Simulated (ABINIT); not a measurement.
# BN (P6_3mc): G0W0 with ABINIT, start to end, part 2 of 3

How does a plane-wave GW calculation on BN (P6_3mc) run from the first input to the gap?

ABINIT 10.8.3; PBEsol and many-body steps on it, plane waves. Known limits of the many-body steps: not at the basis limit; coarse k mesh.

So far. Step 2 (Ground state): The gap is indirect, with the least direct gap 3.28 eV higher.

The database entry behind the starting cell has ideal inner coordinates that were not refined, so it need not match the best structure at ambient conditions.

## (3) Bands along the symmetry lines

Level of this step: DFT, PBEsol, plane waves, norm-conserving pseudopotentials (ABINIT).

The cheap functional maps the bands first; the places of the edges decide which points the dearer methods must see.

File run.abi:

```
acell 3*1.0 Angstrom
rprim 
  2.536000000002 -0.000000000000 0.000000000000
  -1.268000000000 2.196240423999 0.000000000000
  0.000000000000 0.000000000000 4.199000000000
ntypat 2
znucl 5 7
natom 4
typat 1 1 2 2
xred 
  0.666666666667 0.333333333333 0.000000000000
  0.333333333333 0.666666666667 0.500000000000
  0.666666666667 0.333333333333 0.375000000000
  0.333333333333 0.666666666667 0.875000000000
pp_dirpath "pseudos"
pseudos "B.upf, N.upf"
ecut 36
iscf -2
irdden 1
kptopt 0
nkpt 75
kpt 
  0.00000000 0.00000000 0.00000000
  0.06250000 0.00000000 0.00000000
  0.12500000 0.00000000 0.00000000
  0.18750000 0.00000000 0.00000000
  0.25000000 0.00000000 0.00000000
  0.31250000 0.00000000 0.00000000
  0.37500000 0.00000000 0.00000000
  0.43750000 0.00000000 0.00000000
  0.50000000 0.00000000 0.00000000
  0.47916667 0.04166667 0.00000000
  0.45833333 0.08333333 0.00000000
  0.43750000 0.12500000 0.00000000
  0.41666666 0.16666666 0.00000000
  0.39583333 0.20833333 0.00000000
  0.37500000 0.25000000 0.00000000
  0.35416666 0.29166666 0.00000000
  0.33333333 0.33333333 0.00000000
  0.29166666 0.29166666 0.00000000
  0.25000000 0.25000000 0.00000000
  0.20833333 0.20833333 0.00000000
  0.16666666 0.16666666 0.00000000
  0.12500000 0.12500000 0.00000000
  0.08333333 0.08333333 0.00000000
  0.04166667 0.04166667 0.00000000
  0.00000000 0.00000000 0.00000000
  0.00000000 0.00000000 0.06250000
  0.00000000 0.00000000 0.12500000
  0.00000000 0.00000000 0.18750000
  0.00000000 0.00000000 0.25000000
  0.00000000 0.00000000 0.31250000
  0.00000000 0.00000000 0.37500000
  0.00000000 0.00000000 0.43750000
  0.00000000 0.00000000 0.50000000
  0.06250000 0.00000000 0.50000000
  0.12500000 0.00000000 0.50000000
  0.18750000 0.00000000 0.50000000
  0.25000000 0.00000000 0.50000000
  0.31250000 0.00000000 0.50000000
  0.37500000 0.00000000 0.50000000
  0.43750000 0.00000000 0.50000000
  0.50000000 0.00000000 0.50000000
  0.47916667 0.04166667 0.50000000
  0.45833333 0.08333333 0.50000000
  0.43750000 0.12500000 0.50000000
  0.41666666 0.16666666 0.50000000
  0.39583333 0.20833333 0.50000000
  0.37500000 0.25000000 0.50000000
  0.35416666 0.29166666 0.50000000
  0.33333333 0.33333333 0.50000000
  0.29166666 0.29166666 0.50000000
  0.25000000 0.25000000 0.50000000
  0.20833333 0.20833333 0.50000000
  0.16666666 0.16666666 0.50000000
  0.12500000 0.12500000 0.50000000
  0.08333333 0.08333333 0.50000000
  0.04166667 0.04166667 0.50000000
  0.00000000 0.00000000 0.50000000
  0.50000000 0.00000000 0.50000000
  0.50000000 0.00000000 0.43750000
  0.50000000 0.00000000 0.37500000
  0.50000000 0.00000000 0.31250000
  0.50000000 0.00000000 0.25000000
  0.50000000 0.00000000 0.18750000
  0.50000000 0.00000000 0.12500000
  0.50000000 0.00000000 0.06250000
  0.50000000 0.00000000 0.00000000
  0.33333333 0.33333333 0.50000000
  0.33333333 0.33333333 0.43750000
  0.33333333 0.33333333 0.37500000
  0.33333333 0.33333333 0.31250000
  0.33333333 0.33333333 0.25000000
  0.33333333 0.33333333 0.18750000
  0.33333333 0.33333333 0.12500000
  0.33333333 0.33333333 0.06250000
  0.33333333 0.33333333 0.00000000
istwfk *1
nband 15
nbdbuf 2
tolwfr 1e-08
nstep 40
prtwf 0
prtvol 0
indata_prefix "in"
outdata_prefix "out"
tmpdata_prefix "tmp"
```

Started as:

```console
$ OMP_NUM_THREADS=1 mpirun -n 4 abinit run.abi > log
```

Numbers of over 12 decimals in the logs are rounded to 6 here.

The log of the run:

```text
.Version 10.8.3 of ABINIT. v10.8.2 released Aug 2026.

 Symmetries : space group P6_3 m c (#186); Bravais hP (primitive hexag.)
[... echo of the input left out ...]
== DATASET  1 ==================================================================
-   mpi_nproc: 4, omp_nthreads: 1 (-1 if OMP is not activated)

--- !DatasetInfo
iteration_state: {dtset: 1, }
dimensions: {natom: 4, nkpt: 75, mband: 15, nsppol: 1, nspinor: 1, nspden: 1, mpw: 1677, }
cutoff_energies: {ecut:  36.0, pawecutdg:  -1.0, }
electrons: {nelect:   1.60000000E+01, charge:   0.00000000E+00, occopt:   1.00000000E+00, tsmear:   1.00000000E-02, }

 Real(R)+Recip(G) space primitive vectors, cartesian coordinates (Bohr,Bohr^-1):
 R(1)=  4.7923455  0.0000000  0.0000000  G(1)=  0.2086661  0.1204734  0.0000000
 R(2)= -2.3961727  4.1502929  0.0000000  G(2)=  0.0000000  0.2409468  0.0000000
 R(3)=  0.0000000  0.0000000  7.9349600  G(3)=  0.0000000  0.0000000  0.1260246
 Unit cell volume ucvol=  1.5782348E+02 bohr^3
 Angles (23,13,12)=  9.00000000E+01  9.00000000E+01  1.20000000E+02 degrees

 getcut: wavevector=  0.0000  0.0000  0.0000  ngfft=  27  27  45
         ecut(hartree)=     36.000   => boxcut(ratio)=   2.01065

--- Pseudopotential description ------------------------------------------------
- B Generated using ONCVPSP code by D. R. Hamann
-  5.00000   3.00000  180301                  znucl, zion, pspdat
12 -116133 1 -1 1534                          pspcod,pspxc,lmax,lloc,mmax
     nproj     2     2
  pspatm : epsatm=    3.20154509
         --- l  ekb(1:nproj) -->
             0    8.466603    1.247630
             1   -3.609180   -0.822621
 pspatm: atomic psp has been read  and splines computed

- N Generated using ONCVPSP code by D. R. Hamann
-  7.00000   5.00000  180301                  znucl, zion, pspdat
12 -116133 1 -1 1058                          pspcod,pspxc,lmax,lloc,mmax
     nproj     2     2
  pspatm : epsatm=    5.26508482
         --- l  ekb(1:nproj) -->
             0    7.464189    0.625868
[...]
pspatm: atomic psp has been read  and splines computed

--------------------------------------------------------------------------------

================================================================================
 prteigrs : about to open file out_EIG
 Non-SCF case, kpt    1 (  0.00000  0.00000  0.00000), residuals and eigenvalues=
  7.33E-09  2.02E-09  7.03E-09  2.44E-09  7.04E-09  3.08E-09  3.02E-09  4.31E-09
  5.14E-09  8.00E-09  2.36E-09  5.59E-09  8.42E-09  9.22E-09  7.32E-07
 -4.4125E-01 -2.8497E-01 -9.4657E-02  2.3440E-01  2.3440E-01  3.0390E-01
  3.1318E-01  3.1318E-01  6.2356E-01  6.2356E-01  6.2966E-01  6.6947E-01
[...]
Non-SCF case, kpt    2 (  0.06250  0.00000  0.00000), residuals and eigenvalues=
  2.48E-09  6.79E-09  7.99E-09  8.41E-09  4.77E-09  5.46E-09  3.51E-09  6.97E-09
[...]
Non-SCF case, kpt   74 (  0.33333  0.33333  0.06250), residuals and eigenvalues=
[...]
Non-SCF case, kpt   75 (  0.33333  0.33333  0.00000), residuals and eigenvalues=
[...]
-2.4143E-01 -2.4143E-01 -3.3614E-02  4.6253E-02  4.6253E-02  1.0858E-01
  1.1147E-01  1.1147E-01  4.9844E-01  8.1102E-01  8.1102E-01  8.2104E-01
[...]
--- !ResultsGS
iteration_state: {dtset: 1, }
comment   : Summary of ground state results
lattice_vectors:
- [  4.7923455,  -0.0000000,   0.0000000, ]
- [ -2.3961727,   4.1502929,   0.0000000, ]
- [  0.0000000,   0.0000000,   7.9349600, ]
lattice_lengths: [   4.79235,    4.79235,    7.93496, ]
lattice_angles: [ 90.000,  90.000, 120.000, ] # degrees, (23, 13, 12)
lattice_volume:   1.5782348E+02
convergence: {deltae:  0.000E+00, res2:  0.000E+00, residm:  9.999E-09, diffor:  0.000E+00, }
etotal    :  -2.67412940E+01
entropy   :   0.00000000E+00
fermie    :   3.13182380E-01
cartesian_stress_tensor: null
pressure_GPa: null
xred      :
- [  6.6667E-01,   3.3333E-01,  -1.9429E-16,  B]
- [  3.3333E-01,   6.6667E-01,   5.0000E-01,  B]
- [  6.6667E-01,   3.3333E-01,   3.7500E-01,  N]
- [  3.3333E-01,   6.6667E-01,   8.7500E-01,  N]
cartesian_forces: null
force_length_stats: {min: null, max: null, mean: null, }

 Integrated electronic density in atomic spheres:
 ------------------------------------------------
 Atom  Sphere_radius  Integrated_density
[...]
================================================================================

 ----iterations are completed or convergence reached----

 Mean square residual over all n,k,spin=   54.245E-10; max=  99.987E-10
 reduced coordinates (array xred) for    4 atoms
[...]
0.666666666667      0.333333333333      0.375000000000
       0.333333333333      0.666666666667      0.875000000000

 cartesian coordinates (angstrom) at end:
    1      1.268000     0.732080    -0.000000
    2      6.7e-13     1.464160     2.099500
    3      1.268000     0.732080     1.574625
    4      6.7e-13     1.464160     3.674125
 length scales=  1.889726125908  1.889726125908  1.889726125908 bohr
              =  1.000000000000  1.000000000000  1.000000000000 angstroms
 prteigrs : about to open file out_EIG
 Eigenvalues (hartree) for nkpt=  75  k points:
 kpt#   1, nband= 15, wtk=  1.00000, kpt=  0.0000  0.0000  0.0000 (reduced coord)
[...]
kpt#   2, nband= 15, wtk=  1.00000, kpt=  0.0625  0.0000  0.0000 (reduced coord)
[...]
kpt#   3, nband= 15, wtk=  1.00000, kpt=  0.1250  0.0000  0.0000 (reduced coord)
[...]
kpt#  74, nband= 15, wtk=  1.00000, kpt=  0.3333  0.3333  0.0625 (reduced coord)
  -0.24122   -0.24122   -0.03268    0.04166    0.04166    0.10631    0.11696    0.11696
   0.50248    0.79840    0.79840    0.81958    0.84816    0.84818    0.88362
 kpt#  75, nband= 15, wtk=  1.00000, kpt=  0.3333  0.3333  0.0000 (reduced coord)
  -0.24143   -0.24143   -0.03361    0.04625    0.04625    0.10858    0.11147    0.11147
   0.49844    0.81102    0.81102    0.82104    0.84786    0.84787    0.87490

== END DATASET(S) ==============================================================
================================================================================

 -outvars: echo values of variables after computation  --------
            nband          15
             nkpt          75
          spgroup         186
 [... the other variables as echoed above ...]

 Calculation completed.
```

It took 29 s on 4 MPI ranks of AMD EPYC 7571, shared host; peak memory 0.29 GiB.

This step gave:

```yaml
gap: 5.041 eV
k_of_the_valence_top: 0, 0, 0
k_of_the_conduction_bottom: 0.3333, 0.3333, 0
least_direct_gap: 8.317 eV
```

The gap is 5.041 eV, as in the run before at this level.

Electronic bands along the path, in eV, zero at the top of the highest filled band; v1 is the highest filled band, c1 the lowest empty one:

```csv
point,v4,v3,v2,v1,c1,c2,c3,c4
Γ,-2.14,-0.25,0.00,0.00,8.45,8.45,8.61,9.70
halfway,-3.87,-3.79,-1.62,-1.17,7.31,9.39,10.20,11.09
M,-6.99,-5.06,-4.50,-2.15,6.70,7.91,10.70,11.57
halfway,-6.64,-6.55,-4.68,-3.66,6.27,9.38,11.79,13.23
K,-7.26,-5.57,-5.49,-5.49,5.04,13.55,13.55,13.82
halfway,-5.77,-3.66,-2.23,-1.97,8.38,8.96,10.36,11.65
Γ,-2.14,-0.25,0.00,0.00,8.45,8.45,8.61,9.70
halfway,-1.88,-1.88,-0.38,-0.38,8.88,8.88,9.26,9.67
A,-1.19,-1.19,-1.19,-1.19,9.60,9.60,10.01,10.01
halfway,-4.15,-4.15,-2.71,-2.71,7.92,7.92,11.35,11.35
L,-3.83,-3.83,-3.61,-3.61,6.55,6.55,10.08,10.08
halfway,-5.84,-5.84,-3.23,-3.23,7.97,7.97,11.00,11.00
H,-7.91,-7.91,-3.07,-3.07,9.37,9.37,10.11,10.11
halfway,-4.39,-4.39,-3.52,-3.52,8.86,8.86,10.82,10.82
A,-1.19,-1.19,-1.19,-1.19,9.60,9.60,10.01,10.01
jump to L,-3.83,-3.83,-3.61,-3.61,6.55,6.55,10.08,10.08
halfway,-5.55,-4.73,-3.56,-2.72,6.79,6.83,11.07,11.82
M,-6.99,-5.06,-4.50,-2.15,6.70,7.91,10.70,11.57
jump to H,-7.91,-7.91,-3.07,-3.07,9.37,9.37,10.11,10.11
halfway,-8.31,-6.41,-4.10,-4.10,6.64,10.97,10.97,13.04
K,-7.26,-5.57,-5.49,-5.49,5.04,13.55,13.55,13.82
```

## (4) Empty states on the mesh, 3×3×2 mesh, 21 bands

The sums over transitions need many empty states on a uniform mesh; this step solves for them.

File run.abi:

```
acell 3*1.0 Angstrom
rprim 
  2.536000000002 -0.000000000000 0.000000000000
  -1.268000000000 2.196240423999 0.000000000000
  0.000000000000 0.000000000000 4.199000000000
ntypat 2
znucl 5 7
natom 4
typat 1 1 2 2
xred 
  0.666666666667 0.333333333333 0.000000000000
  0.333333333333 0.666666666667 0.500000000000
  0.666666666667 0.333333333333 0.375000000000
  0.333333333333 0.666666666667 0.875000000000
pp_dirpath "pseudos"
pseudos "B.upf, N.upf"
ecut 36
ngkpt 3 3 2
nshiftk 1
shiftk 0 0 0
kptopt 1
chksymbreak 0
iscf -2
irdden 1
istwfk *1
nband 21
nbdbuf 4
tolwfr 1e-09
nstep 60
prtvol 0
indata_prefix "in"
outdata_prefix "out"
tmpdata_prefix "tmp"
```

The log of the run:

```text
.Version 10.8.3 of ABINIT. v10.8.2 released Aug 2026.

 Symmetries : space group P6_3 m c (#186); Bravais hP (primitive hexag.)
[... echo of the input left out ...]
== DATASET  1 ==================================================================
-   mpi_nproc: 4, omp_nthreads: 1 (-1 if OMP is not activated)

--- !DatasetInfo
iteration_state: {dtset: 1, }
dimensions: {natom: 4, nkpt: 6, mband: 21, nsppol: 1, nspinor: 1, nspden: 1, mpw: 1677, }
cutoff_energies: {ecut:  36.0, pawecutdg:  -1.0, }
electrons: {nelect:   1.60000000E+01, charge:   0.00000000E+00, occopt:   1.00000000E+00, tsmear:   1.00000000E-02, }

 Real(R)+Recip(G) space primitive vectors, cartesian coordinates (Bohr,Bohr^-1):
 R(1)=  4.7923455  0.0000000  0.0000000  G(1)=  0.2086661  0.1204734  0.0000000
 R(2)= -2.3961727  4.1502929  0.0000000  G(2)=  0.0000000  0.2409468  0.0000000
 R(3)=  0.0000000  0.0000000  7.9349600  G(3)=  0.0000000  0.0000000  0.1260246
 Unit cell volume ucvol=  1.5782348E+02 bohr^3
 Angles (23,13,12)=  9.00000000E+01  9.00000000E+01  1.20000000E+02 degrees

 getcut: wavevector=  0.0000  0.0000  0.0000  ngfft=  27  27  45
         ecut(hartree)=     36.000   => boxcut(ratio)=   2.01065

--- Pseudopotential description ------------------------------------------------
- B Generated using ONCVPSP code by D. R. Hamann
-  5.00000   3.00000  180301                  znucl, zion, pspdat
12 -116133 1 -1 1534                          pspcod,pspxc,lmax,lloc,mmax
     nproj     2     2
  pspatm : epsatm=    3.20154509
         --- l  ekb(1:nproj) -->
             0    8.466603    1.247630
             1   -3.609180   -0.822621
 pspatm: atomic psp has been read  and splines computed

- N Generated using ONCVPSP code by D. R. Hamann
-  7.00000   5.00000  180301                  znucl, zion, pspdat
12 -116133 1 -1 1058                          pspcod,pspxc,lmax,lloc,mmax
     nproj     2     2
  pspatm : epsatm=    5.26508482
         --- l  ekb(1:nproj) -->
             0    7.464189    0.625868
[...]
pspatm: atomic psp has been read  and splines computed

--------------------------------------------------------------------------------

================================================================================
 prteigrs : about to open file out_EIG
 Non-SCF case, kpt    1 (  0.00000  0.00000  0.00000), residuals and eigenvalues=
  4.90E-11  5.81E-10  7.02E-10  8.67E-11  2.42E-10  2.40E-10  1.05E-10  8.92E-10
  1.61E-10  1.73E-10  2.46E-10  3.05E-10  8.86E-10  3.55E-10  9.30E-10  5.60E-10
  7.61E-10  7.72E-10  4.52E-10  8.38E-06  6.46E-04
 -4.4125E-01 -2.8497E-01 -9.4657E-02  2.3440E-01  2.3440E-01  3.0390E-01
  3.1318E-01  3.1318E-01  6.2356E-01  6.2356E-01  6.2966E-01  6.6947E-01
  7.1368E-01  7.5417E-01  7.5417E-01  9.0747E-01  1.1063E+00  1.1111E+00
[...]
prteigrs : prtvol=0 or 1, do not print more k-points.

--- !ResultsGS
iteration_state: {dtset: 1, }
comment   : Summary of ground state results
lattice_vectors:
- [  4.7923455,  -0.0000000,   0.0000000, ]
- [ -2.3961727,   4.1502929,   0.0000000, ]
- [  0.0000000,   0.0000000,   7.9349600, ]
lattice_lengths: [   4.79235,    4.79235,    7.93496, ]
lattice_angles: [ 90.000,  90.000, 120.000, ] # degrees, (23, 13, 12)
lattice_volume:   1.5782348E+02
convergence: {deltae:  0.000E+00, res2:  0.000E+00, residm:  9.933E-10, diffor:  0.000E+00, }
etotal    :  -2.67412940E+01
entropy   :   0.00000000E+00
fermie    :   3.13182380E-01
cartesian_stress_tensor: null
pressure_GPa: null
xred      :
- [  6.6667E-01,   3.3333E-01,  -1.9429E-16,  B]
- [  3.3333E-01,   6.6667E-01,   5.0000E-01,  B]
- [  6.6667E-01,   3.3333E-01,   3.7500E-01,  N]
- [  3.3333E-01,   6.6667E-01,   8.7500E-01,  N]
cartesian_forces: null
force_length_stats: {min: null, max: null, mean: null, }

 Integrated electronic density in atomic spheres:
 ------------------------------------------------
 Atom  Sphere_radius  Integrated_density
[...]
================================================================================

 ----iterations are completed or convergence reached----

 Mean square residual over all n,k,spin=   46.046E-11; max=  99.329E-11
 reduced coordinates (array xred) for    4 atoms
[...]
0.666666666667      0.333333333333      0.375000000000
       0.333333333333      0.666666666667      0.875000000000

 cartesian coordinates (angstrom) at end:
    1      1.268000     0.732080    -0.000000
    2      6.7e-13     1.464160     2.099500
    3      1.268000     0.732080     1.574625
    4      6.7e-13     1.464160     3.674125
 length scales=  1.889726125908  1.889726125908  1.889726125908 bohr
              =  1.000000000000  1.000000000000  1.000000000000 angstroms
 prteigrs : about to open file out_EIG
 Eigenvalues (hartree) for nkpt=   6  k points:
 kpt#   1, nband= 21, wtk=  0.05556, kpt=  0.0000  0.0000  0.0000 (reduced coord)
  -0.44125   -0.28497   -0.09466    0.23440    0.23440    0.30390    0.31318    0.31318
   0.62356    0.62356    0.62966    0.66947    0.71368    0.75417    0.75417    0.90747
   1.10630    1.11113    1.11113    1.20263    1.26270
 prteigrs : prtvol=0 or 1, do not print more k-points.

== END DATASET(S) ==============================================================
================================================================================

 -outvars: echo values of variables after computation  --------
            nband          21
             nkpt           6
          spgroup         186
 [... the other variables as echoed above ...]

 Calculation completed.
```

Elapsed: 8.6 s, on 4 MPI ranks; peak memory 0.26 GiB; 33 s of CPU time.

Numbers from this step:

- gap: 5.041 eV
- k of the valence top: 0, 0, 0
- k of the conduction bottom: 0.3333, 0.3333, 0
- least direct gap: 8.446 eV
- k points computed: 6
- lowest point of the top converged band, above the valence top: 17.51 eV

On this mesh the gap is 5.041 eV.

## (5) Screening, 3×3×2 mesh, 17 bands, screening to 87.1 eV

The RPA dielectric matrix is built and inverted for each q.

This step: RPA screening on PBEsol, plane waves, norm-conserving pseudopotentials.

Changes to run.abi since step 4:

```diff
@@ -22,10 +22,11 @@
 chksymbreak 0
-iscf -2
-irdden 1
 istwfk *1
-nband 21
-nbdbuf 4
-tolwfr 1e-09
-nstep 60
-prtvol 0
+occopt 1
+irdwfk 1
+optdriver 3
+nband 17
+ecuteps 3.2
+inclvkb 2
+awtr 1
+symchi 1
 indata_prefix "in"
```

The log of the run:

```text
.Version 10.8.3 of ABINIT. v10.8.2 released Aug 2026.

 Symmetries : space group P6_3 m c (#186); Bravais hP (primitive hexag.)
[... echo of the input left out ...]
== DATASET  1 ==================================================================
-   mpi_nproc: 4, omp_nthreads: 1 (-1 if OMP is not activated)

--- !DatasetInfo
iteration_state: {dtset: 1, }
dimensions: {natom: 4, nkpt: 6, mband: 17, nsppol: 1, nspinor: 1, nspden: 1, mpw: 1677, }
cutoff_energies: {ecut:  36.0, pawecutdg:  -1.0, }
electrons: {nelect:   1.60000000E+01, charge:   0.00000000E+00, occopt:   1.00000000E+00, tsmear:   1.00000000E-02, }

 SCREENING: Calculation of the susceptibility and dielectric matrices

 Based on a program developped by R.W. Godby, V. Olevano, G. Onida, and L. Reining.
 Incorporated in ABINIT by V. Olevano, G.-M. Rignanese, and M. Torrent.
.Using double precision arithmetic ; gwpc =  8

[... cell and pseudopotentials left out ...]
--------------------------------------------------------------------------------

 ==== K-mesh for the wavefunctions ====
 Number of points in the irreducible wedge :     6
[... list of points left out ...]
 Together with 12 symmetry operations and time-reversal symmetry
 yields    18 points in the full Brillouin Zone.

 ==== Q-mesh for the screening function ====
 Number of points in the irreducible wedge :     6
[... list of points left out ...]
 Together with 12 symmetry operations and time-reversal symmetry
 yields    18 points in the full Brillouin Zone.

 setmesh: FFT mesh size selected  =    18x   18x   30
          total number of points  =         9720

 vcoul_init : cutoff-mode = AUXILIARY_FUNCTION
 q-points for optical limit:   1
     1)      0.000010    0.000020    0.000030

- screening: taking advantage of time-reversal symmetry
- Maximum band index for partially occupied states nbvw = 8
- Remaining bands to be divided among processors   nbcw = 9
- Number of bands treated by each node ~2

 Number of electrons calculated from density =   16.0000; Expected =   16.0000
 average of density, n =  0.101379
 r_s =    1.3304
 omega_plasma =   30.7135 [eV]

 calculating chi0 at frequencies [eV] :
  1    0.000000E+00    0.000000E+00
  2    0.000000E+00    3.071353E+01

--------------------------------------------------------------------------------
  q-point number  1        q = ( 0.000000, 0.000000, 0.000000) [r.l.u.]
--------------------------------------------------------------------------------
[... chi0 elements left out ...]
 For q-point:  0.000010 0.000020 0.000030
  dielectric constant =   5.1678
  dielectric constant without local fields =   5.3149

  Average fulfillment of the sum rule on Im[epsilon] for q-point    1 :     25.14  [%]
[... wings left out ...]
  q-point number  2        q = ( 0.333333, 0.000000, 0.000000) [r.l.u.]
--------------------------------------------------------------------------------
[... chi0 elements left out ...]
  Average fulfillment of the sum rule on Im[epsilon] for q-point    2 :     36.87  [%]

 [... 4 further q-points ...]
```

Wall time 5.6 s (4 MPI ranks); peak memory 0.21 GiB.

This step gave:

```yaml
eps_infinity_with_local_fields_on_this_mesh_along_the_program_s_q_direction: 5.168
the_same_without_local_fields: 5.315
plasma_frequency: 30.71 eV
plane_waves_in_the_screening_matrix: 37
```

Local fields lower ε∞ by 3 %. On a Γ-centred mesh this coarse the value itself is usually too large, while a short band sum pulls it down.

[end of part 2 of 3]

[Paths, hosts, dates, memory and timing lines, banners, echoed tables and standing remarks are left out of the program output.]

[Logs are printed without paths, hosts, clocks, repeated set-up lines and the standing remarks that a program may print on its own settings, such as how far it seeks lower states.]

[Runs of the session that timed out or met a known fault of the program may be left out.]

[Hosts, paths, dates, database ids (printed as entryN), source tags and the programs' standing remarks are cut or masked in the printed files.]

[G0W0 gaps are taken among the corrected bands and points alone; a level outside them can change the order at an edge.]

[Where Ansatz stands beside ABINIT at settings called matched, ABINIT's density can come from a denser mesh and the files from another edition; pairs whose starting gaps differed by over 0.03 eV were left out, so agreement reads better than it is.]
